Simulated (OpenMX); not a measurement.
The system is Al.

```
Al
1.0
     0.00000    2.02481    2.02481
     2.02481    0.00000    2.02481
     2.02481    2.02481    0.00000
Al
1
Direct
  0.00000 0.00000 0.00000
```

Base run:

| Property | Result |
| --- | --- |
| Program | OpenMX 3.8.5 |
| Functional | PBE |
| Potentials or basis | OpenMX 2013 PBE set, Al7.0-s2p1d1, grid cutoff 300 Ry |
| k mesh | 11 × 11 × 11 |
| Occupations | fermi-dirac, width 0.05 eV |
| Spin | no spin polarisation |

Its results: pressure -0.7 GPa.

Q: The run is repeated on the same cell with these changes: potentials or basis from OpenMX 2013 PBE set, Al7.0-s2p1d1, grid cutoff 300 Ry to OpenMX 2013 PBE set, Al7.0-s2p2d1, grid cutoff 300 Ry. What comes out?

A: Pressure -1.8 GPa.

Caveats: the basis of atomic orbitals isn't converged, which shifts pressures, moduli and gaps.

Not every run made on this cell is shown here.
